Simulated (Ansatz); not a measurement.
**MnS under changes of volume**

One of the cells (17.667 Å³/atom); the others are scaled copies at fixed shape and fractional positions:

```xyz
2
Lattice="0.0000 2.6045 2.6045 2.6045 0.0000 2.6045 2.6045 2.6045 0.0000" Properties=species:S:1:pos:R:3 pbc="T T T"
Mn    0.0000    0.0000    0.0000
S     2.6045    2.6045    2.6045
```

* Program: Ansatz 0.2.0
* Functional: m-r2SCAN
* Potentials or basis: Ansatz PAW
* Cutoff: 500 eV (not typed: the program's choice for these potentials)
* k mesh: 9 × 9 × 9
* Occupations: fermi-dirac, width 0.05 eV
* Spin: collinear spin, ferromagnetic start
* Starting moments: [4.0, 0.0] μB

| volume (Å³/atom) | energy over the lowest point (meV/atom) | pressure (GPa) | moment (μB per cell) |
| --- | --- | --- | --- |
| 16.607 | 0.00 | -2.1 | 4.53 |
| 16.961 | 5.20 | -2.9 | 4.61 |
| 17.314 | ? | ? | ? |
| 17.667 | 21.87 | -4.9 | 4.73 |
| 18.021 | 33.51 | -5.8 | 4.77 |
| 18.374 | 47.23 | -6.7 | 4.81 |
| 18.727 | 62.88 | -7.5 | 4.84 |

Problem. What does the run at 17.314 Å³/atom give?

Solution. Energy over the lowest point 12.36 meV/atom; pressure -3.9 GPa; moment 4.68 μB per cell.

Worked out: A Birch-Murnaghan fit of order 3 (a polynomial in V^(-2/3)) to the other rows has no minimum within the range. It gives 12.46 meV/atom at 17.314 Å³/atom, against the run's 12.36, and -dE/dV = -3.8 GPa, against -3.9. A parabola through the other rows of the moment, of slope 0.171 μB per Å³/atom there, gives 4.67 μB, against the run's 4.68.

Energies are extrapolated to zero smearing.

Caveats: the magnetic or orbital state may not be the lowest; a cell with one magnetic atom can't hold antiferromagnetic order, which such compounds often take; the PAW data sets come from PBE, with cores solved anew for the run's functional, which leaves a small shift of forces and pressure.
